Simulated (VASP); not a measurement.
# Mg (P6_3/mmc) in VASP: notebook

Aim: see how the results for Mg move with the level of theory and the settings. Levels: vdW-DF2, BEEF-vdW, rev-vdW-DF2. Tasks: relaxation of cell and atoms.

Program: VASP 6.6.1. These are calculated values, not measurements. Logs are shortened: lines on timing, memory, paths and dates and some standing lists are left out, and cuts for length are marked.

### Step 1. Starting point

It takes space group P6_3/mmc (No. 194, hexagonal). The conventional cell has a = 3.209 Å, b = 3.209 Å, c = 5.210 Å, α = 90.00°, β = 90.00°, γ = 120.00°. Around Mg (site symmetry -6m2) lie 12 Mg at 3.20 to 3.21 Å.

### Step 2. Relaxation of cell and atoms, vdW-DF2

Contents of INCAR:

```
  AGGAC = 0.0
  ALGO = Fast
  EDIFF = 1E-7
  EDIFFG = -0.01
  ENCUT = 600
  GGA = ML
  IBRION = 2
  ISIF = 3
  ISMEAR = -1
  LASPH = T
  LCHARG = F
  LREAL = F
  LUSE_VDW = T
  LWAVE = F
  NELM = 80
  NSW = 40
  PREC = Accurate
  SIGMA = 0.05
  ZAB_VDW = -1.8867
```

Contents of KPOINTS:

```
k-points
0
Gamma
  10 10 5
```

Contents of POSCAR:

```
Mg
1.0
    3.2093000000      0.0000000000      0.0000000000
   -1.6046500000      2.7793353284      0.0000000000
    0.0000000000      0.0000000000      5.2103000000
Mg
2
Direct
    0.6666666667      0.3333333333      0.7500000000
    0.3333333333      0.6666666667      0.2500000000
```

Potentials or basis: VASP PAW PBE potentials, release 64 (Mg).

Run with:

```
$ cat potpaw_PBE.64/Mg/POTCAR > POTCAR
$ mpirun -np 1 vasp_std > vasp.out
```

OUTCAR:

```text
EDIFF = 1E-7
   EDIFFG = -0.01
   ENCUT = 600
   GGA = ML
   IBRION = 2
   ISIF = 3
   ISMEAR = -1
   LASPH = T
   LREAL = F
   NELM = 80
   NSW = 40
   PREC = Accurate

 ion  position               nearest neighbor table
   1  0.667  0.333  0.750-   2 3.20   2 3.20   2 3.20   2 3.20   2 3.20   2 3.20
   2  0.333  0.667  0.250-   1 3.20   1 3.20   1 3.20   1 3.20   1 3.20   1 3.20

  LATTYP: Found a hexagonal cell.
 ALAT       =     3.2093000000
 C/A-ratio  =     1.6235004518

  Lattice vectors:

 A1 = (   3.2093000000,   0.0000000000,   0.0000000000)
 A2 = (  -1.6046500000,   2.7793353284,   0.0000000000)
 A3 = (   0.0000000000,   0.0000000000,   5.2103000000)

Analysis of symmetry for initial positions (statically):
=====================================================================
 Subroutine PRICEL returns:
 Original cell was already a primitive cell.

 Routine SETGRP: Setting up the symmetry group for a
 hexagonal supercell.

 Subroutine GETGRP returns: Found 24 space group operations
 (whereof 12 operations were pure point group operations)
 out of a pool of 24 trial point group operations.

The static configuration has the point symmetry D_3d.
 The point group associated with its full space group is D_6h.

Analysis of symmetry for dynamics (positions and initial velocities):
=====================================================================
 Subroutine PRICEL returns:
 Original cell was already a primitive cell.

 Routine SETGRP: Setting up the symmetry group for a
 hexagonal supercell.

 Subroutine GETGRP returns: Found 24 space group operations
 (whereof 12 operations were pure point group operations)
 out of a pool of 24 trial point group operations.

The dynamic configuration has the point symmetry D_3d.
 The point group associated with its full space group is D_6h.

 Subroutine INISYM returns: Found 24 space group operations
 (whereof 12 operations are pure point group operations),
 and found     1 'primitive' translations

----------------------------------------------------------------------------------------

                                     Primitive cell

  volume of cell :      46.4744

  direct lattice vectors                    reciprocal lattice vectors
     3.209300000  0.000000000  0.000000000     0.311594429  0.179899127  0.000000000
    -1.604650000  2.779335328  0.000000000     0.000000000  0.359798255  0.000000000
     0.000000000  0.000000000  5.210300000     0.000000000  0.000000000  0.191927528

  length of vectors
     3.209300000  3.209300000  5.210300000     0.359798255  0.359798255  0.191927528

  position of ions in fractional coordinates (direct lattice)
     0.666666667  0.333333333  0.750000000
     0.333333333  0.666666667  0.250000000

  ion indices of the primitive-cell ions
   primitive index   ion index
                 1           1
                 2           2

----------------------------------------------------------------------------------------

 KPOINTS: k-points

Automatic generation of k-mesh.
 Grid dimensions read from file:
 generate k-points for:   10   10    5

 Generating k-lattice:

  Cartesian coordinates                     Fractional coordinates (reciprocal lattice)
     0.031159443  0.017989913  0.000000000     0.100000000 -0.000000000  0.000000000
     0.000000000  0.035979825  0.000000000     0.000000000  0.100000000  0.000000000
     0.000000000  0.000000000  0.038385506     0.000000000  0.000000000  0.200000000

  Length of vectors
     0.035979825  0.035979825  0.038385506

  Shift w.r.t. Gamma in fractional coordinates (k-lattice)
     0.000000000  0.000000000  0.000000000

 Subroutine IBZKPT returns following result:
 ===========================================

 Found     42 irreducible k-points:

 Following reciprocal coordinates:
            Coordinates               Weight
  0.000000  0.000000  0.000000      1.000000
  0.100000  0.000000  0.000000      6.000000
  0.200000  0.000000  0.000000      6.000000
  0.300000  0.000000  0.000000      6.000000
  0.400000  0.000000  0.000000      6.000000
  0.500000  0.000000  0.000000      3.000000
[... 16 lines left out ...]
  0.300000  0.100000  0.200000     24.000000
  0.400000  0.100000  0.200000     24.000000
 [... further k-points ...]
   k-points           NKPTS =     42   k-points in BZ     NKDIM =     42   number of bands    NBANDS=      6
   number of dos      NEDOS =    301   number of ions     NIONS =      2
   total plane-waves  NPLWV =  32928
   dimension x,y,z NGX =    28 NGY =   28 NGZ =   42
   dimension x,y,z NGXF=    56 NGYF=   56 NGZF=   84
   ions per type =               2
   NGX,Y,Z   is equivalent  to a cutoff of  14.50, 14.50, 13.40 a.u.
   NGXF,Y,Z  is equivalent  to a cutoff of  29.01, 29.01, 26.80 a.u.
 SYSTEM =  unknown system
   PREC   = accura    normal or accurate (medium, high low for compatibility)
   ISTART =      0    job   : 0-new  1-cont  2-samecut
   ICHARG =      2    charge: 1-file 2-atom 10-const
   ISPIN  =      1    spin polarized calculation?
   LNONCOLLINEAR =      F non collinear calculations
   LSORBIT =      F    spin-orbit coupling
   LASPH  =      T    aspherical Exc in radial PAW
   ENCUT  =  600.0 eV  44.10 Ry    6.64 a.u.   6.41  6.41 10.41*2*pi/ulx,y,z
   NELM   =     80;   NELMIN=  2; NELMDL= -5     # of ELM steps
   EDIFF  = 0.1E-06   stopping-criterion for ELM
   LREAL  =      F    real-space projection
   EDIFFG = -.1E-01   stopping-criterion for IOM
   NSW    =     40    number of steps for IOM
   IBRION =      2    ionic relax: 0-MD 1-quasi-New 2-CG
   NFREE  =      1    steps in history (QN), initial steepest desc. (CG)
   ISIF   =      3    stress and relaxation
   ISYM   =      2    0-nonsym 1-usesym 2-fastsym
   POTIM  = 0.5000    time-step for ionic-motion
   TEBEG  =    0.0;   TEEND  =   0.0 temperature during run
   PSTRESS=    0.0 pullay stress
   NELECT =       4.0000    total number of electrons
   NUPDOWN=      -1.0000    fix difference up-down
   EMIN   =  10.00;   EMAX   =-10.00  energy-range for DOS
   EFERMI =   0.00;   METHOD = LEGACY
   ISMEAR =    -1;   SIGMA  =   0.05  broadening in eV -4-tet -1-fermi 0-gaus
   EFERMI_NEDOS =   21; number of points for ismear=-14 and -15
   IALGO  =     68    algorithm
   IMIX   =      4    mixing-type and parameters
     AMIX     =   0.40;   BMIX     =  1.00
     AMIX_MAG =   1.60;   BMIX_MAG =  1.00
  volume/ion in A,a.u.               =      23.24       156.81
  Fermi-wavevector in a.u.,A,eV,Ry     =   0.722809  1.365911  7.108401  0.522453
  Thomas-Fermi vector in A             =   1.812866
   LORBIT       =      0    0 simple, 1 ext, 2 COOP (PROOUT), +10 PAW based schemes
   GGA     = ML    functional components
   LHFCALC =     F    Hartree Fock is set to
   AEXX    =    0.0000 exact exchange contribution
   IVDW_NL    =     1    kernel type
   BPARAM     = 6.3000
   IVDW    =     0    specifies the selected vdW correction
   LEPSILON=     F    determine dielectric tensor
   LRPA    =     F    only Hartree local field effects (RPA)
 conjugate gradient relaxation of ions
 non-spin polarized calculation
 RMM-DIIS sequential band-by-band and
  energy-cutoff  :      600.00
  volume of cell :       46.47
 maximum number of plane-waves:      1578
 NGX is ok and might be reduce to    28
   NGX = 13   NGY = 13   NGZ = 21

--------------------------------------- Ionic step        1  -------------------------------------------

 number of electron       4.0000000 magnetization

 Free energy of the ion-electron system (eV)
  ---------------------------------------------------
  ext. energy  EPLUGINS =         0.00000000
  ---------------------------------------------------
  free energy    TOTEN  =         0.64071677 eV

  energy without entropy =        0.65267010  energy(sigma->0) =        0.64669343

------------------------ aborting loop because EDIFF is reached ----------------------------------------

  FORCE on cell =-STRESS in cart. coord.  units (eV):
  Direction    XX          YY          ZZ          XY          YZ          ZX
  --------------------------------------------------------------------------------------
  -------------------------------------------------------------------------------------
  Total       -0.2613472     -0.2613472      0.1485732      0.0000000      0.0000000      0.0000000
  in kB       -9.0097852     -9.0097852      5.1219695      0.0000000      0.0000000      0.0000000
  external PRESSURE =      -4.2992003 kB  Pullay stress =       0.0000000 kB
[... 213 lines left out ...]
Total vdW correction in eV:      1.5661098

--------------------------------------- Ionic step        7  -------------------------------------------

 number of electron       4.0000000 magnetization

 Free energy of the ion-electron system (eV)
  ---------------------------------------------------
  ext. energy  EPLUGINS =         0.00000000
  ---------------------------------------------------
  free energy    TOTEN  =         0.63437075 eV

  energy without entropy =        0.64383282  energy(sigma->0) =        0.63910179

 E-fermi :   2.6231     XC(G=0):  -8.5548

 val. band max:        2.5905203656   @ k =   0.3000   0.3000   0.4000
 cond. band min:       2.6250618392   @ k =   0.4000   0.1000   0.4000
 fundamental gap:      0.0345414736
 Fermi energy:         2.6231328855

 k-point     1 :       0.0000    0.0000    0.0000
  band No.  band energies     occupation
      1      -4.3603      2.00000
      2       0.7979      2.00000
      3       0.9594      2.00000
      4      13.8667      0.00000
      5      13.8668      0.00000
      6      13.9704      0.00000

 k-point     2 :       0.1000    0.0000    0.0000
  band No.  band energies     occupation
      1      -4.1589      2.00000
      2       0.9819      2.00000
      3       1.1571      2.00000
      4      11.0100      0.00000
      5      12.4163      0.00000
      6      13.1379      0.00000
[... 190 lines left out ...]
 k-point    24 :       0.4000    0.1000    0.2000
  band No.  band energies     occupation
      1      -0.0166      2.00000
      2       1.8338      2.00000
      3       3.1330      0.00007
      4       4.9145      0.00000
      5       6.8362      0.00000
      6       7.8369      0.00000

 [... further k-points ...]

------------------------ aborting loop because EDIFF is reached ----------------------------------------

  FORCE on cell =-STRESS in cart. coord.  units (eV):
  Direction    XX          YY          ZZ          XY          YZ          ZX
  --------------------------------------------------------------------------------------
  -------------------------------------------------------------------------------------
  Total        0.0047445      0.0047445     -0.0028046      0.0000000      0.0000000      0.0000000
  in kB        0.1657445      0.1657445     -0.0979758      0.0000000      0.0000000      0.0000000
  external PRESSURE =       0.0778377 kB  Pullay stress =       0.0000000 kB
[... 17 lines left out ...]
  FREE ENERGIE OF THE ION-ELECTRON SYSTEM (eV)
  ---------------------------------------------------
  free  energy   TOTEN  =         0.6343707532 eV

  energy  without entropy=        0.6438328175  energy(sigma->0) =        0.63910179

Total vdW correction in eV:      1.5665256

 reached required accuracy - stopping structural energy minimisation
```

Wall time 2.7 min (1 thread of Intel Xeon 6975P-C (Granite Rapids), shared host); peak memory 0.39 GiB.

What came out:

```yaml
Free_energy: 0.6344 eV
Relaxed_volume: 22.93 Å³/atom
Relaxed_cell: a = 3.160 Å, b = 3.160 Å, c = 5.302 Å, α = 90.00°, β = 90.00°, γ = 120.00°
Space_group_after_relaxing_to_0.05_Å: P6_3/mmc (No. 194)
Energy_gained_by_relaxing: 3.2 meV/atom
Ionic_steps: 7
Pressure_after_relaxing: 0.0 GPa
Band_gap_on_the_k_mesh: none (metal or under the smearing width)
```

The path:
```
step  energy change (eV)  largest force (eV/Å)  pressure (GPa)  volume (Å³)
   1              0.0000                0.0000           -0.43        46.47
   2             -0.0034                0.0000           -0.14        46.05
   3             -0.0056                0.0000            0.26        45.51
   4             -0.0056                0.0000            0.32        45.42
   5             -0.0063                0.0000            0.13        45.69
   6             -0.0063                0.0000            0.06        45.79
   7             -0.0063                0.0000            0.01        45.86
```

Final structure:
```
CELL_PARAMETERS angstrom
3.16045 0.00000 0.00000
-1.58023 2.73703 0.00000
0.00000 0.00000 5.30190
ATOMIC_POSITIONS crystal
Mg 0.66667 0.33333 0.75000
Mg 0.33333 0.66667 0.25000
```

Caveat: the PAW data sets were made with another functional, which shifts forces and pressure a little.

### Step 3. Relaxation of cell and atoms, BEEF-vdW

Contents of INCAR:

```
SYSTEM = Mg
ALGO = Normal
EDIFF = 1E-6
EDIFFG = -0.005
ENCUT = 600
GGA = BF
IBRION = 2
ISIF = 3
ISMEAR = -1
LASPH = .True.
LCHARG = .False.
LREAL = .False.
LUSE_VDW = .True.
LWAVE = .False.
NELM = 80
NSW = 60
PREC = Accurate
SIGMA = 0.05
ZAB_VDW = -1.8867
```

Contents of KPOINTS:

```
k-points
0
Gamma
  10 10 5
  0 0 0
```

POSCAR is that of step 2.

Potentials or basis: VASP PAW PBE potentials, release 64 (Mg).

Run with:

```
$ cat potpaw_PBE.64/Mg/POTCAR > POTCAR
$ mpirun -np 1 vasp_std > vasp.out
```

Run time: 2.1 min. Hardware: 1 thread of Intel Xeon 6975P-C (Granite Rapids), shared host; peak memory 0.39 GiB.

Results (log left out):

```yaml
Free_energy: -0.3435 eV
Relaxed_volume: 22.93 Å³/atom
Relaxed_cell: a = 3.164 Å, b = 3.164 Å, c = 5.289 Å, α = 90.00°, β = 90.00°, γ = 120.00°
Space_group_after_relaxing_to_0.05_Å: P6_3/mmc (No. 194)
Energy_gained_by_relaxing: 2.9 meV/atom
Ionic_steps: 6
Pressure_after_relaxing: 0.0 GPa
Band_gap_on_the_k_mesh: none (metal or under the smearing width)
```

The path:
```tsv
step	energy change (eV)	largest force (eV/Å)	pressure (GPa)	volume (Å³)
1	0.0000	0.0000	-0.51	46.47
2	-0.0027	0.0000	-0.11	45.98
3	-0.0041	0.0000	0.45	45.31
4	-0.0051	0.0000	0.38	45.42
5	-0.0052	0.0000	0.39	45.41
6	-0.0057	0.0000	0.02	45.85
```

Final structure:
```cif
data_structure
_symmetry_space_group_name_H-M 'P 1'
_symmetry_Int_Tables_number 1
_cell_length_a 3.1640
_cell_length_b 3.1640
_cell_length_c 5.2889
_cell_angle_alpha 90.000
_cell_angle_beta 90.000
_cell_angle_gamma 120.000
_cell_volume 45.85
loop_
_atom_site_label
_atom_site_type_symbol
_atom_site_fract_x
_atom_site_fract_y
_atom_site_fract_z
_atom_site_occupancy
Mg1 Mg 0.66667 0.33333 0.75000 1
Mg2 Mg 0.33333 0.66667 0.25000 1
```

Levels at points of the mesh, in eV from the Fermi level:
```
           k point  band 1  band 2  band 3  band 4  band 5  band 6
(0.00, 0.00, 0.00)   -6.98   -1.90   -1.54   11.24   11.24   11.44
(0.50, 0.00, 0.00)   -2.13   -2.07    2.57    2.91    3.05    3.54
```

Caveat: the PAW data sets were made with another functional, which shifts forces and pressure a little.

### Step 4. Relaxation of cell and atoms, rev-vdW-DF2

Contents of INCAR:

```
PREC = Accurate
ENCUT = 600
EDIFF = 1E-7
ISMEAR = -1
SIGMA = 0.05
LREAL = False
LASPH = True
NELM = 80
ALGO = Fast
ISIF = 3
LWAVE = False
LCHARG = False
GGA = MK
LUSE_VDW = True
AGGAC = 0.0
PARAM1 = 0.1234
PARAM2 = 0.711357
ZAB_VDW = -1.8867
IBRION = 2
NSW = 60
EDIFFG = -0.02
```

Contents of KPOINTS:

```
regular mesh
0
Gamma
  10 10 5
```

POSCAR is that of step 3.

Run with:

```
$ cat potpaw_PBE.64/Mg/POTCAR > POTCAR
$ mpirun -np 1 vasp_std > vasp.out
```

Run time: 2.3 min. Hardware: 1 thread of Intel Xeon 6975P-C (Granite Rapids), shared host; peak memory 0.4 GiB.

Results (log left out):

```yaml
Free_energy: -0.5031 eV
Relaxed_volume: 22.69 Å³/atom
Relaxed_cell: a = 3.152 Å, b = 3.152 Å, c = 5.273 Å, α = 90.00°, β = 90.00°, γ = 120.00°
Space_group_after_relaxing_to_0.05_Å: P6_3/mmc (No. 194)
Energy_gained_by_relaxing: 4.1 meV/atom
Ionic_steps: 6
Pressure_after_relaxing: 0.0 GPa
Band_gap_on_the_k_mesh: none (metal or under the smearing width)
```

Step by step:
```tsv
step	energy change (eV)	largest force (eV/Å)	pressure (GPa)	volume (Å³)
1	0.0000	0.0000	-0.83	46.47
2	-0.0049	0.0000	-0.23	45.67
3	-0.0064	0.0000	0.33	44.97
4	-0.0079	0.0000	0.28	45.05
5	-0.0080	0.0000	0.27	45.07
6	-0.0082	0.0000	0.02	45.37
```

Final structure:
```
Mg
1.0
     3.15199    0.00000    0.00000
    -1.57599    2.72970    0.00000
     0.00000    0.00000    5.27325
Mg
2
Direct
  0.66667 0.33333 0.75000
  0.33333 0.66667 0.25000
```

Levels at points of the mesh, in eV from the Fermi level:
```
           k point  band 1  band 2  band 3  band 4  band 5  band 6
(0.00, 0.00, 0.00)   -7.02   -1.88   -1.58   11.27   11.27   11.45
(0.50, 0.00, 0.00)   -2.12   -2.09    2.59    2.96    3.05    3.53
```

Caveat: the PAW data sets were made with another functional, which shifts forces and pressure a little.

### Step 5. The runs side by side

| level | gap on the mesh (eV) | pressure (GPa) | relaxed volume (Å³/atom) |
| --- | --- | --- | --- |
| vdW-DF2 | none | 0.0 | 22.93 |
| BEEF-vdW | none | 0.0 | 22.93 |
| rev-vdW-DF2 | none | 0.0 | 22.69 |

Alike in all rows: task relaxation of cell and atoms; potentials or basis VASP PAW PBE potentials, release 64 (Mg); no spin polarisation; cell relaxed; k mesh 10 × 10 × 5; cutoff (eV) 600; smearing fermi-dirac 0.05 eV.

Caveats: the PAW data sets were made with another functional, which shifts forces and pressure a little.

Absolute energies hang on the potentials; compare differences alone.
